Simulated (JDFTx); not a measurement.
**HfN under changes of volume**

One of the cells (11.482 Å³/atom); the others are scaled copies at fixed shape and fractional positions:

```xyz
2
Lattice="0.0000 2.2560 2.2560 2.2560 0.0000 2.2560 2.2560 2.2560 0.0000" Properties=species:S:1:pos:R:3 pbc="T T T"
Hf    0.0000    0.0000    0.0000
N     2.2560    2.2560    2.2560
```

| Item | Value |
| --- | --- |
| Program | JDFTx 1.7.0 (patched build) |
| Functional | PBEsol |
| Potentials or basis | PseudoDojo-SR-PBEsol-0.4.1-standard with smoothed tails |
| Cutoff | 1143 eV |
| Density cutoff | 9143 eV |
| k mesh | 10 × 10 × 10 |
| Occupations | fermi-dirac, width 0.05 eV |
| Spin | no spin polarisation |

```csv
volume (Å³/atom),energy over the lowest point (meV/atom),pressure (GPa)
10.793,27.66,16.7
11.023,?,?
11.252,0.11,3.0
11.482,0.00,-2.8
11.712,7.78,-8.0
11.941,22.65,-12.7
12.171,43.89,-16.9
```

Q: What does the run at 11.023 Å³/atom give?

A: Energy over the lowest point 9.00 meV/atom; pressure 9.5 GPa.

Worked out: A Birch-Murnaghan fit of order 3 (a polynomial in V^(-2/3)) to the other rows has its minimum at 11.37 Å³/atom with B0 = V·E''(V) = 287 GPa and B' = 4.3. It gives 8.97 meV/atom at 11.023 Å³/atom, against the run's 9.00, and -dE/dV = 9.5 GPa, against 9.5.

Energies are extrapolated to zero smearing.
